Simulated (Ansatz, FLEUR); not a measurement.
One calculation of CdSe, 3 ways

```xyz
2
Lattice="0.0000 3.0703 3.0703 3.0703 0.0000 3.0703 3.0703 3.0703 0.0000" Properties=species:S:1:pos:R:3 pbc="T T T"
Cd    0.0000    0.0000    0.0000
Se    1.5351    1.5351    1.5351
```

The cell is a database's computed one, not the measured one.

Alike in all runs: task band structure; functional PBEsol; k mesh 6 × 6 × 6; occupations fermi-dirac, width 0.05 eV; spin-orbit coupling, no magnetisation; with spin-orbit coupling. Pressure is positive in compression and, in plane waves, holds the error of the finite cutoff, which Ansatz's Pulay term estimates and takes out. Gaps are the smaller of the mesh's and the band path's.

```json
{"program and potentials": "Ansatz, Ansatz PAW", "plane-wave cutoff (eV)": "420", "notes": "potentials made for PBE, which Ansatz adapts in part; Pulay term of +0.02 GPa included", "band gap (eV)": "0.30", "pressure (GPa)": "-1.43"}
{"program and potentials": "Ansatz, all-electron LAPW, relativistic spinors", "plane-wave cutoff (eV)": "-", "notes": "-", "band gap (eV)": "0.30", "pressure (GPa)": "-1.41"}
{"program and potentials": "FLEUR, all-electron, FLAPW", "plane-wave cutoff (eV)": "-", "notes": "-", "band gap (eV)": "0.30", "pressure (GPa)": "-"}
```

All agree on the band gap. The pressure spans -1.43 (Ansatz, Ansatz PAW) to -1.41 GPa (Ansatz, all-electron LAPW, relativistic spinors), with all-electron results at -1.41.

The functional is the same throughout but for its coding, so the spread measures potentials, basis and numerics; runs on potential files found faulty are left out.
